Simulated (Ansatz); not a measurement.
Here is an Ansatz 0.2.0 calculation.

input

```
crystal:
  lattice:
    - [4.2853274191, 0.0, 0.0]
    - [0.0, 4.2853274191, 0.0]
    - [0.0, 0.0, 10.99069213]
  atoms:
    - { symbol: Sn, position: [0.0, 0.5, 0.62777089] }
    - { symbol: Sn, position: [0.5, 0.0, 0.37222911] }
    - { symbol: Se, position: [0.0, 0.5, 0.38396051] }
    - { symbol: Se, position: [0.5, 0.0, 0.61603949] }
hamiltonian:
  xc: { exchange: pbe, correlation: pbe, exx: { coeff: 0.25, omega: 0.6 } }
  pseudopotentials: { kind: paw }
kpoints:
  mp_grid: { grid: [3, 3, 2] }
scf:
  occupations: { method: fermi_dirac, width: 0.05 }
output:
  forces: true
  stress: true
  eigenvalues: true
  write_density: true
  write_potential: true
  elf: true
  volumetric_format: npy
```

Task: What does it give for the largest force?

Result: 0.520 eV/Å.

Task: Predict the band gap on the k mesh.

Result: 1.65 eV, indirect (least direct gap 1.66 eV).

Stress tensor (GPa, compression positive):
```
-0.22  0.00  0.00
 0.00 -0.22  0.00
 0.00  0.00  1.34
```

Caveat: the k mesh is coarse (spacing up to 0.49 Å⁻¹), so the values aren't converged, least of all with exact exchange; odd divisions of the mesh miss points on the zone boundary, where band edges often lie, so the gap on the mesh can be too wide; spin-orbit coupling is left out, which moves the levels of the heavy elements; the PAW data sets come from PBE, with cores solved anew for the run's functional, which leaves a small shift of forces and pressure; the thresholds are loose for stress.
